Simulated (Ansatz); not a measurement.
# CdInS2: relaxation

Where does the structure settle? Runs: cell and atoms relaxed (PAW).

Program: Ansatz 0.2.0. Level of theory: DFT LDA, frozen-core PAW, scalar-relativistic unless said. These are calculated values, not measurements.

3 further runs of the same task are left out: 1 that didn't finish, 2 set aside as unsound or not needed.

**1. The system as given**

The structure is trigonal, space group P-3m1 (No. 164). The conventional cell has a = 3.869 Å, b = 3.869 Å, c = 6.811 Å, α = 90.00°, β = 90.00°, γ = 120.00°. Around Cd (site symmetry -3m) lie 6 S at 2.79 Å. In (site symmetry -3m) is surrounded by 6 S at 2.83 Å. Around S (site symmetry 3m) lie 3 Cd at 2.79 Å and 3 In at 2.83 Å.

Coordinates:

```
Cd In S
1.0
     3.86950    0.00000    0.00000
    -1.93475    3.35108    0.00000
     0.00000    0.00000    6.81053
Cd In S
1 1 2
Direct
  0.00000 0.00000 0.00000
  0.00000 0.00000 0.50000
  0.66667 0.33333 0.75505
  0.33333 0.66667 0.24495
```

Cartesian axes are those of the input's lattice vectors. The structure goes back to a database entry.

**2. Cell and atoms relaxed, PAW**

The input, input.yaml:

```yaml
crystal:
  lattice:
    - [3.8694961422, 0.0, 0.0]
    - [-1.9347480711, 3.35108195899, 0.0]
    - [0.0, 0.0, 6.810529]
  atoms:
    - { symbol: Cd, position: [0.0, 0.0, 0.0] }
    - { symbol: In, position: [0.0, 0.0, 0.5] }
    - { symbol: S, position: [0.666666666667, 0.333333333333, 0.755049] }
    - { symbol: S, position: [0.333333333333, 0.666666666667, 0.244951] }
kpoints:
  mp_grid: { grid: [10, 10, 4] }
scf:
  occupations: { method: fermi_dirac, width: 0.1 }
hamiltonian:
  xc: lda
  pseudopotentials: { kind: paw }
relax:
  f_tol: 0.002
  max_steps: 80
  cell: {}
output:
  forces: true
  stress: true
```

Run with:

```bash
$ ansatz run input.yaml --threads 2 --pin off --max-ram 5120MiB --backend cpu --events-out ev --progress --plain --runs-dir out
```

What it wrote:

```text
Engine: ansatz 0.2.0
Pseudopotentials: kind: paw
Pseudopotential: Cd, paw, valence charge 20, recommended cutoff 420 eV (normal), Cd.paw.azcp
Pseudopotential: In, paw, valence charge 13, recommended cutoff 420 eV (normal), In.paw.azcp
Pseudopotential: S, paw, valence charge 6, recommended cutoff 420 eV (normal), S.paw.azcp
Functional definition: SPW92
  exchange = slater_x
  correlation = pw_c
Crystal: 4 atoms, lattice volume = 88.312 Å³
Basis set: ecut = 420 eV, 1751 PW (Γ)
Bands: 27, of which v1, the nominal top of the filled ones, is band 23 counted from 1 (22 counted from 0)
Symmetry: 12 space group operations
Space group: P-3m1 (ITA 164), of the structure as read, at distance tolerance 4.5e-5 Å
k-points: 50 of 400
Non-local potential: Cd, projectors of the file, l = 0: 3, l = 1: 2, l = 2: 2, l = 3: 1
Non-local potential: In, projectors of the file, l = 0: 2, l = 1: 2, l = 2: 2, l = 3: 2
Non-local potential: S, projectors of the file, l = 0: 2, l = 1: 2, l = 2: 2
PAW form: soft (Blöchl's): semilocal exchange-correlation on the pseudo side does not see the compensation charge
PAW frozen core: Cd, regenerated for the run's functional, and the local potential with it (the file was generated under x = pbe(κ = 0.804, μ = 0.2195149727645171), c = pbe(β = 0.06672455060314922))
PAW frozen core: In, regenerated for the run's functional, and the local potential with it (the file was generated under x = pbe(κ = 0.804, μ = 0.2195149727645171), c = pbe(β = 0.06672455060314922))
PAW frozen core: S, regenerated for the run's functional, and the local potential with it (the file was generated under x = pbe(κ = 0.804, μ = 0.2195149727645171), c = pbe(β = 0.06672455060314922))
PAW one-centre angular grid: Cd, 590 points (default); XC on 64 Gauss nodes
PAW one-centre angular grid: In, 590 points (default); XC on 64 Gauss nodes
PAW one-centre angular grid: S, 110 points (default); XC on 64 Gauss nodes
Initial density: superposition of atomic densities (neutral atoms: chi_scale 0, normalization atom), corrected by the library's trained network
Initial wavefunctions: pseudopotential atomic-orbital guess
Functional: x = slater, c = lda
SCF iter   1: F=—  HF=-15315.743400 eV  |F-HF|=—  |Δ(HF+E_count)|=         —  Δρ=9.63e-3  dr2=8.57e-2  ethr=1.77e-3  ⟨swp⟩=5.2  Hψ=5390  notcnv=0
preconditioner: auto → Kerker (q_TF=auto, 2.438 Å⁻¹)  [metal: Δε(μ)=0.021 eV  Ē_g=11.907 eV  σ=0.100 eV  W_gap=0.05  n_scr=22 (ndim 8)  ℏωp=24.0 eV  f_vac=0.005  D(μ)=1.10/eV (n_scr^D=2)]
SCF iter   2: F=—  HF=-15315.721893 eV  |F-HF|=—  |Δ(HF+E_count)|=   2.15e-2  Δρ=4.62e-3  dr2=2.23e-2  ethr=1.90e-4  ⟨swp⟩=1.3  Hψ=1918  notcnv=0
SCF iter   3: F=—  HF=-15315.714996 eV  |F-HF|=—  |Δ(HF+E_count)|=   6.90e-3  Δρ=9.52e-4  dr2=8.89e-4  ethr=4.95e-5  ⟨swp⟩=2.0  Hψ=1662  notcnv=0
SCF iter   4: F=—  HF=-15315.714815 eV  |F-HF|=—  |Δ(HF+E_count)|=   1.81e-4  Δρ=2.83e-4  dr2=1.27e-4  ethr=1.98e-6  ⟨swp⟩=2.6  Hψ=2349  notcnv=0
SCF iter   5: F=—  HF=-15315.714795 eV  |F-HF|=—  |Δ(HF+E_count)|=   1.99e-5  Δρ=7.41e-5  dr2=1.40e-5  ethr=2.83e-7  ⟨swp⟩=2.1  Hψ=1887  notcnv=0
SCF iter   6: F=—  HF=-15315.714776 eV  |F-HF|=—  |Δ(HF+E_count)|=   1.90e-5  Δρ=2.22e-5  dr2=1.72e-6  ethr=3.10e-8  ⟨swp⟩=2.1  Hψ=1495  notcnv=0
SCF iter   7: F=-15315.714775 eV  HF=-15315.714776 eV  |F-HF|=4.70e-8  |Δ(HF+E_count)|=   2.54e-7  Δρ=7.34e-6  dr2=8.97e-8  ethr=2.22e-10  ⟨swp⟩=3.3  Hψ=4939  notcnv=0
SCF 1 converged in 7 iterations: F = -15315.714775 eV  dr2 = 8.97e-8
relax step   1: F+E_penalty+E_count = -15315.71477549 eV  Δ(F+E_penalty+E_count) = +0.000e0 eV  max|allowed force component| = 1.434e-1 eV/Å  Δτ_max = 0.0000 Å  P = -5.649 GPa  Ω = 88.312 Å³  (7 SCF iters, dr2 threshold 1.00e-7 eV, accepted)
Crystal: 4 atoms, lattice volume = 76.529 Å³
Basis set: ecut = 420 eV, 1497 PW (Γ)
Initial density: handed on by an earlier stage of this run
Initial wavefunctions: those handed on with the density
iter 1 solved again at ethr=4.18e-5 eV; its pass at ethr=3.10e-3 eV (dr2=1.88e-2 eV) is discarded
SCF iter   1: F=—  HF=-15315.795125 eV  |F-HF|=—  |Δ(HF+E_count)|=         —  Δρ=4.18e-3  dr2=1.90e-2  ethr=4.18e-5  ⟨swp⟩=1.7  Hψ=6887  notcnv=0
preconditioner: auto → Kerker (q_TF=auto, 2.497 Å⁻¹)  [metal: Δε(μ)=0.044 eV  Ē_g=12.531 eV  σ=0.100 eV  W_gap=0.11  n_scr=22 (ndim 8)  ℏωp=25.8 eV  f_vac=0.000  D(μ)=0.84/eV (n_scr^D=2)]
SCF iter   2: F=—  HF=-15315.791037 eV  |F-HF|=—  |Δ(HF+E_count)|=   4.09e-3  Δρ=2.35e-3  dr2=6.87e-3  ethr=4.18e-5  ⟨swp⟩=1.1  Hψ=1355  notcnv=0
SCF iter   3: F=—  HF=-15315.789265 eV  |F-HF|=—  |Δ(HF+E_count)|=   1.77e-3  Δρ=6.10e-4  dr2=5.97e-4  ethr=1.53e-5  ⟨swp⟩=2.0  Hψ=1658  notcnv=0
SCF iter   4: F=—  HF=-15315.789166 eV  |F-HF|=—  |Δ(HF+E_count)|=   9.82e-5  Δρ=1.61e-4  dr2=2.67e-5  ethr=1.33e-6  ⟨swp⟩=2.0  Hψ=1516  notcnv=0
SCF iter   5: F=—  HF=-15315.789171 eV  |F-HF|=—  |Δ(HF+E_count)|=   4.32e-6  Δρ=7.63e-5  dr2=3.94e-6  ethr=5.93e-8  ⟨swp⟩=2.4  Hψ=2225  notcnv=0
SCF iter   6: F=-15315.789170 eV  HF=-15315.789170 eV  |F-HF|=5.85e-8  |Δ(HF+E_count)|=   5.95e-7  Δρ=1.58e-5  dr2=2.16e-7  ethr=8.89e-10  ⟨swp⟩=3.2  Hψ=5244  notcnv=0
SCF 2 converged in 6 iterations: F = -15315.789170 eV  dr2 = 2.16e-7
relax step   2: F+E_penalty+E_count = -15315.78917002 eV  Δ(F+E_penalty+E_count) = -7.439e-2 eV  max|allowed force component| = 1.364e-1 eV/Å  Δτ_max = 0.0319 Å  P = +5.219 GPa  Ω = 76.529 Å³  energy of the carried Pulay correction = +1.683e-3 eV  (6 SCF iters, dr2 threshold 4.00e-7 eV, accepted)
Crystal: 4 atoms, lattice volume = 81.631 Å³
Basis set: ecut = 420 eV, 1607 PW (Γ)
iter 1 solved again at ethr=1.44e-5 eV; its pass at ethr=3.10e-3 eV (dr2=6.48e-3 eV) is discarded
SCF iter   1: F=—  HF=-15315.859643 eV  |F-HF|=—  |Δ(HF+E_count)|=         —  Δρ=2.28e-3  dr2=6.50e-3  ethr=1.44e-5  ⟨swp⟩=2.7  Hψ=7599  notcnv=0
preconditioner: auto → Kerker (q_TF=auto, 2.470 Å⁻¹)  [metal: Δε(μ)=0.111 eV  Ē_g=12.249 eV  σ=0.100 eV  W_gap=0.26  n_scr=22 (ndim 8)  ℏωp=25.0 eV  f_vac=0.001  D(μ)=0.96/eV (n_scr^D=2)]
SCF iter   2: F=—  HF=-15315.858319 eV  |F-HF|=—  |Δ(HF+E_count)|=   1.32e-3  Δρ=1.22e-3  dr2=2.21e-3  ethr=1.44e-5  ⟨swp⟩=1.5  Hψ=1394  notcnv=0
SCF iter   3: F=—  HF=-15315.857782 eV  |F-HF|=—  |Δ(HF+E_count)|=   5.37e-4  Δρ=3.72e-4  dr2=2.60e-4  ethr=4.92e-6  ⟨swp⟩=2.0  Hψ=1629  notcnv=0
SCF iter   4: F=—  HF=-15315.857754 eV  |F-HF|=—  |Δ(HF+E_count)|=   2.83e-5  Δρ=1.70e-4  dr2=2.65e-5  ethr=5.77e-7  ⟨swp⟩=2.7  Hψ=2235  notcnv=0
SCF iter   5: F=—  HF=-15315.857748 eV  |F-HF|=—  |Δ(HF+E_count)|=   5.34e-6  Δρ=4.81e-5  dr2=2.27e-6  ethr=5.89e-8  ⟨swp⟩=2.0  Hψ=2229  notcnv=0
SCF iter   6: F=-15315.857748 eV  HF=-15315.857748 eV  |F-HF|=3.70e-8  |Δ(HF+E_count)|=   7.99e-8  Δρ=1.12e-5  dr2=1.16e-7  ethr=8.89e-10  ⟨swp⟩=4.5  Hψ=4513  notcnv=0
SCF 3 converged in 6 iterations: F = -15315.857748 eV  dr2 = 1.16e-7
relax step   3: F+E_penalty+E_count = -15315.85774845 eV  Δ(F+E_penalty+E_count) = -6.858e-2 eV  max|allowed force component| = 1.673e-2 eV/Å  Δτ_max = 0.0154 Å  P = -0.750 GPa  Ω = 81.631 Å³  energy of the carried Pulay correction = +9.253e-4 eV  (6 SCF iters, dr2 threshold 4.00e-7 eV, accepted)
Crystal: 4 atoms, lattice volume = 81.033 Å³
Basis set: ecut = 420 eV, 1583 PW (Γ)
iter 1 solved again at ethr=2.07e-7 eV; its pass at ethr=3.10e-3 eV (dr2=9.32e-5 eV) is discarded
SCF iter   1: F=—  HF=-15315.859948 eV  |F-HF|=—  |Δ(HF+E_count)|=         —  Δρ=3.59e-4  dr2=1.24e-4  ethr=2.07e-7  ⟨swp⟩=3.0  Hψ=7468  notcnv=0
preconditioner: auto → Kerker (q_TF=auto, 2.474 Å⁻¹)  [metal: Δε(μ)=0.099 eV  Ē_g=12.280 eV  σ=0.100 eV  W_gap=0.23  n_scr=22 (ndim 8)  ℏωp=25.1 eV  f_vac=0.000  D(μ)=0.95/eV (n_scr^D=2)]
SCF iter   2: F=—  HF=-15315.859924 eV  |F-HF|=—  |Δ(HF+E_count)|=   2.40e-5  Δρ=2.08e-4  dr2=5.16e-5  ethr=2.07e-7  ⟨swp⟩=1.1  Hψ=1353  notcnv=0
SCF iter   3: F=—  HF=-15315.859909 eV  |F-HF|=—  |Δ(HF+E_count)|=   1.47e-5  Δρ=5.06e-5  dr2=4.75e-6  ethr=1.15e-7  ⟨swp⟩=2.0  Hψ=1696  notcnv=0
SCF iter   4: F=—  HF=-15315.859909 eV  |F-HF|=—  |Δ(HF+E_count)|=   9.39e-7  Δρ=2.23e-5  dr2=4.32e-7  ethr=1.06e-8  ⟨swp⟩=2.5  Hψ=1881  notcnv=0
SCF iter   5: F=-15315.859908 eV  HF=-15315.859908 eV  |F-HF|=7.45e-9  |Δ(HF+E_count)|=   4.90e-8  Δρ=7.06e-6  dr2=3.24e-8  ethr=8.89e-10  ⟨swp⟩=4.0  Hψ=4395  notcnv=0
```

**3. The output, continued: cell and atoms relaxed by PAW**

The log, continued:

```text
SCF 4 converged in 5 iterations: F = -15315.859908 eV  dr2 = 3.24e-8
relax step   4: F+E_penalty+E_count = -15315.85990847 eV  Δ(F+E_penalty+E_count) = -2.160e-3 eV  max|allowed force component| = 8.906e-3 eV/Å  Δτ_max = 0.0017 Å  P = -0.101 GPa  Ω = 81.033 Å³  energy of the carried Pulay correction = +1.012e-3 eV  (5 SCF iters, dr2 threshold 4.00e-7 eV, accepted)
Crystal: 4 atoms, lattice volume = 80.857 Å³
iter 1 solved again at ethr=4.29e-8 eV; its pass at ethr=3.10e-3 eV (dr2=1.93e-5 eV) is discarded
SCF iter   1: F=—  HF=-15315.860029 eV  |F-HF|=—  |Δ(HF+E_count)|=         —  Δρ=1.26e-4  dr2=1.16e-5  ethr=4.29e-8  ⟨swp⟩=3.0  Hψ=7158  notcnv=0
preconditioner: auto → Kerker (q_TF=auto, 2.474 Å⁻¹)  [metal: Δε(μ)=0.110 eV  Ē_g=12.287 eV  σ=0.100 eV  W_gap=0.25  n_scr=22 (ndim 8)  ℏωp=25.1 eV  f_vac=0.000  D(μ)=0.95/eV (n_scr^D=2)]
SCF iter   2: F=—  HF=-15315.860026 eV  |F-HF|=—  |Δ(HF+E_count)|=   2.37e-6  Δρ=7.12e-5  dr2=4.29e-6  ethr=2.59e-8  ⟨swp⟩=1.0  Hψ=1350  notcnv=0
SCF iter   3: F=—  HF=-15315.860025 eV  |F-HF|=—  |Δ(HF+E_count)|=   1.24e-6  Δρ=1.40e-5  dr2=2.78e-7  ethr=9.54e-9  ⟨swp⟩=2.1  Hψ=2010  notcnv=0
SCF iter   4: F=-15315.860025 eV  HF=-15315.860025 eV  |F-HF|=1.70e-8  |Δ(HF+E_count)|=   5.90e-8  Δρ=5.96e-6  dr2=3.12e-8  ethr=1.44e-10  ⟨swp⟩=4.0  Hψ=4507  notcnv=0
SCF 5 converged in 4 iterations: F = -15315.860025 eV  dr2 = 3.12e-8
relax step   5: F+E_penalty+E_count = -15315.86002487 eV  Δ(F+E_penalty+E_count) = -1.164e-4 eV  max|allowed force component| = 2.620e-3 eV/Å  Δτ_max = 0.0011 Å  P = +0.042 GPa  Ω = 80.857 Å³  energy of the carried Pulay correction = +1.037e-3 eV  (4 SCF iters, dr2 threshold 6.49e-8 eV, accepted)
Crystal: 4 atoms, lattice volume = 80.907 Å³
iter 1 solved again at ethr=2.81e-9 eV; its pass at ethr=3.10e-3 eV (dr2=1.27e-6 eV) is discarded
SCF iter   1: F=—  HF=-15315.860035 eV  |F-HF|=—  |Δ(HF+E_count)|=         —  Δρ=3.62e-5  dr2=8.32e-7  ethr=2.81e-9  ⟨swp⟩=3.0  Hψ=7382  notcnv=0
preconditioner: auto → Kerker (q_TF=auto, 2.474 Å⁻¹)  [metal: Δε(μ)=0.107 eV  Ē_g=12.285 eV  σ=0.100 eV  W_gap=0.25  n_scr=22 (ndim 8)  ℏωp=25.1 eV  f_vac=0.000  D(μ)=0.95/eV (n_scr^D=2)]
SCF iter   2: F=—  HF=-15315.860035 eV  |F-HF|=—  |Δ(HF+E_count)|=   1.81e-7  Δρ=1.98e-5  dr2=2.74e-7  ethr=1.85e-9  ⟨swp⟩=1.0  Hψ=1350  notcnv=0
SCF iter   3: F=—  HF=-15315.860035 eV  |F-HF|=—  |Δ(HF+E_count)|=   7.75e-8  Δρ=3.34e-6  dr2=1.37e-8  ethr=6.10e-10  ⟨swp⟩=2.0  Hψ=2014  notcnv=0
SCF iter   4: F=-15315.860035 eV  HF=-15315.860035 eV  |F-HF|=1.06e-9  |Δ(HF+E_count)|=   2.64e-9  Δρ=1.40e-6  dr2=2.11e-9  ethr=2.39e-11  ⟨swp⟩=4.0  Hψ=4201  notcnv=0
SCF 6 converged in 4 iterations: F = -15315.860035 eV  dr2 = 2.11e-9
relax step   6: F+E_penalty+E_count = -15315.86003457 eV  Δ(F+E_penalty+E_count) = -9.702e-6 eV  max|allowed force component| = 1.241e-4 eV/Å  Δτ_max = 0.0002 Å  P = +0.001 GPa  Ω = 80.907 Å³  energy of the carried Pulay correction = +1.030e-3 eV  (4 SCF iters, dr2 threshold 1.07e-8 eV, accepted)
Initial wavefunctions: pseudopotential atomic-orbital guess (no wavefunctions were taken with the density)
iter 1 solved again at ethr=4.79e-8 eV; its pass at ethr=3.10e-3 eV (dr2=2.16e-5 eV) is discarded
SCF iter   1: F=—  HF=-15315.858965 eV  |F-HF|=—  |Δ(HF+E_count)|=         —  Δρ=1.15e-4  dr2=1.69e-6  ethr=4.79e-8  ⟨swp⟩=3.1  Hψ=8960  notcnv=0
SCF iter   2: F=—  HF=-15315.858972 eV  |F-HF|=—  |Δ(HF+E_count)|=   7.74e-6  Δρ=5.52e-5  dr2=4.30e-7  ethr=3.76e-9  ⟨swp⟩=2.0  Hψ=2178  notcnv=0
SCF iter   3: F=—  HF=-15315.858972 eV  |F-HF|=—  |Δ(HF+E_count)|=   1.21e-8  Δρ=1.34e-5  dr2=4.24e-8  ethr=9.56e-10  ⟨swp⟩=2.0  Hψ=2304  notcnv=0
SCF iter   4: F=—  HF=-15315.858972 eV  |F-HF|=—  |Δ(HF+E_count)|=   9.77e-9  Δρ=1.20e-6  dr2=1.21e-9  ethr=9.41e-11  ⟨swp⟩=2.5  Hψ=2160  notcnv=0
SCF iter   5: F=—  HF=-15315.858972 eV  |F-HF|=—  |Δ(HF+E_count)|=  1.75e-10  Δρ=5.19e-7  dr2=2.20e-10  ethr=2.69e-12  ⟨swp⟩=2.5  Hψ=2296  notcnv=0
SCF iter   6: F=-15315.858972 eV  HF=-15315.858972 eV  |F-HF|=7.28e-12  |Δ(HF+E_count)|=  5.28e-11  Δρ=1.29e-7  dr2=1.89e-11  ethr=1.00e-12  ⟨swp⟩=2.8  Hψ=5164  notcnv=0
SCF 7 converged in 6 iterations: F = -15315.858972 eV  dr2 = 1.89e-11
relax step   7: F+E_penalty+E_count = -15315.85897239 eV  Δ(F+E_penalty+E_count) = +1.062e-3 eV  max|allowed force component| = 2.518e-4 eV/Å  Δτ_max = 0.0000 Å  P = +0.002 GPa  Ω = 80.907 Å³  stress off target by 2.22e-3 GPa  SCF on the basis re-selected at this cell (its energy is not comparable with the rows above)  (6 SCF iters)
basis re-selected at this cell: Δ(F+E_penalty+E_count) = +1.062e-3 eV, ΔP = +0.001 GPa vs the last step (what re-selecting the basis moved, of the pressure what is left beyond the Pulay correction that the steps carried, after the strain that the cell walked since its last selection, with what the two solves' SCF thresholds leave and, on support functions, any second-order correction that the steps lacked; it is no measure of the basis error at this ecutwfc). The dense FFT grid was sized anew with the basis: this SCF ran on 27×27×45 points, the steps before it on 27×27×48, so part of this shift can come from that change (see relax.cell in the input reference). This SCF's stress stands 2.22e-3 GPa from its target on what of the cell is left free (relax.cell.stress_tol is 5.00e-2 GPa) and its largest allowed force component is 2.52e-4 eV/Å (relax.f_tol is 2.00e-3 eV/Å): within both
SCF converged after 6 iterations
Free energy (F): -15315.858972 eV
Harris-Foulkes:  -15315.858972 eV  (|F-HF|=7.28e-12)
Internal energy: -15315.826589 eV  (E = F + TS)
E sigma→0 (E₀):  -15315.842781 eV
Entropy (-TS):   -0.032383 eV (-8.096 meV/atom)
Fermi energy:    10.577693 eV
--- Per-component energies (eV) ---
  E_band       = -451.215276
  E_kinetic    = 963.537971
  E_local      = -4988.036556  (includes V_loc(G=0)·N_el)
  E_nonlocal   = 471.272437
  E_hartree    = 2227.970720
  E_xc         = -582.689432
  E_vxc        = -499.316740  (∫ρ·V_xc dr)
  E_paw        = -9099.815676  (= ΣΔE_a)
  E_vpaw       = -854.614111  (= ΣTr[D̂ρ^β])
  E_aug_tail   = 0.000039  (compensation charges beyond the density's cutoff)
  E_ewald      = -4309.423592
  E_core_change = 1.357500  (= ΣΔE_core)
  E_smearing   = -0.032383  (= −TS)
  E_closure    = 0.000000  (closes the sum)
  Σ components = -15315.858972   (vs F -15315.858972, Δ=0.00e0)
--- Forces (eV/Å), atoms counted from 1 ---
  atom   1  Cd     0.00000000    -0.00000000     0.00000000
  atom   2  In     0.00000000     0.00000000     0.00000000
  atom   3  S     -0.00000000     0.00000000     0.00025180
  atom   4  S      0.00000000    -0.00000000    -0.00025180
  max |Σ_I F_I| component: 9.25e-18 eV/Å
--- Stress (GPa, compression-positive) ---
        0.002215      -0.000000       0.000000
       -0.000000       0.002215      -0.000000
        0.000000      -0.000000       0.000412
  P = ⅓ Tr σ = 0.0016 GPa (0.016 kbar)
--- Relaxed structure (6 steps of the walk, 6 accepted, 1 SCFs on fresh bases) ---
  F+E_penalty+E_count = -15315.85897239 eV   max|allowed force component| = 2.518e-4 eV/Å   (the final SCF, on the basis selected at the relaxed cell)
  cell:  # Å, volume = 80.9071 Å³
    - [3.7523586335922356, -8.925245967223836e-34, 7.251762348369367e-34]
    - [-1.8761793167961178, 3.24963790080074, 7.125355070764472e-33]
    - [5.203583272989356e-33, 1.855617431311299e-32, 6.635096371438419]
  atoms:
    - { symbol: Cd, position: [-7.408899322417994e-34, 7.722784445265945e-35, -1.484632428410919e-34] }
    - { symbol: In, position: [-8.936893458467553e-33, -4.519924229593633e-34, 0.49999999999999994] }
    - { symbol: S, position: [0.6666666666666667, 0.33333333333333337, 0.7578414350450716] }
    - { symbol: S, position: [0.33333333333333337, 0.6666666666666667, 0.24215856495492818] }
```

Run time: 47 s. Hardware: 2 threads of Intel Xeon at 2.50GHz (Skylake/Cascade Lake), shared host; peak memory 0.46 GiB.

Step by step:

| step | energy from step 1 (eV/cell) | largest force component (eV/Å) | pressure (GPa) | volume (Å³) |
| --- | --- | --- | --- | --- |
| 1 | 0.0000 | 0.1434 | -5.65 | 88.31 |
| 2 | -0.0744 | 0.1364 | 5.22 | 76.53 |
| 3 | -0.1430 | 0.0167 | -0.75 | 81.63 |
| 4 | -0.1451 | 0.0089 | -0.10 | 81.03 |
| 5 | -0.1452 | 0.0026 | 0.04 | 80.86 |
| 6 | -0.1453 | 0.0001 | 0.00 | 80.91 |
| 7 | -0.1442 | 0.0003 | 0.00 | 80.91 |

Step 1 is the start. Step 7 repeats the geometry before on a plane-wave basis chosen anew for that cell, so the energy can jump there without any move; the table keeps such jumps.

| input's cell | before | after | change |
| --- | --- | --- | --- |
| a (Å) | 3.869 | 3.752 | -3.0 % |
| b (Å) | 3.869 | 3.752 | -3.0 % |
| c (Å) | 6.811 | 6.635 | -2.6 % |
| volume (Å³/atom) | 22.08 | 20.23 | -8.4 % |

The largest move, 0.02 Å, apart from the change of the cell, is shared by several atoms, S4 among them.

**4. Results**

| quantity | value |
| --- | --- |
| cell | a = 3.752 Å, b = 3.752 Å, c = 6.635 Å, α = 90.00°, β = 90.00°, γ = 120.00° |
| volume | 20.227 Å³/atom |

The volume changes by -8.4 %. Cautions: frozen-core PAW files fitted under PBE, their cores solved anew for the functional of the run.
